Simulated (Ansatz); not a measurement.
The elements of this relaxed trial crystal are hidden behind letters.

```
lattice vectors (Å)
   0.0000    2.5488    2.5488
   2.5488    0.0000    2.5488
   2.5488    2.5488    0.0000
fractional positions
X 0.0000 0.0000 0.0000
Z 0.7500 0.7500 0.7500
Z 0.2500 0.2500 0.2500
```

Method: Ansatz 0.2.0, DFT PBE, scalar-relativistic, plane waves, PAW. Plane waves to 420 eV, an 8×8×8 mesh through Γ for the 3-atom cell and 0.02 eV Gaussian smearing; no spin polarisation.

| Item | Value |
| --- | --- |
| Space group | Fm-3m (No. 225) |
| Conventional cell | a = 5.098 Å |
| Volume per atom | 11.04 Å³ |
| Density | 10.55 g/cm³ |
| Formation energy | −3.371 eV/atom |
| Gap on the 8×8×8 mesh of the 3-atom cell | 3.75 eV |

Energies are uncorrected and count from the elements' standard states at the same level.

Question: X is a d-block element of period 6 and Z is a p-block element of period 2. Which elements are they?

Answer: X = Hf, Z = O, so the formula is HfO2, here in the fluorite type. Density times volume gives a mean mass of 10.55 × 11.04/1.6605 = 70.1 u per atom, and this set has 70.2 u. Hf has 8 O at 2.21 Å; O is surrounded by 4 Hf at 2.21 Å and 6 O at 2.55 Å. Other sets within the hints have nearly the same mass, so mass alone doesn't settle it; this one was computed.

Spin–orbit coupling, which can matter for Hf, is left out. Kohn–Sham gaps at this level usually fall short of measured ones. A later test with randomly moved atoms came back to the same energy, though modes that don't fit the test's cell weren't probed.
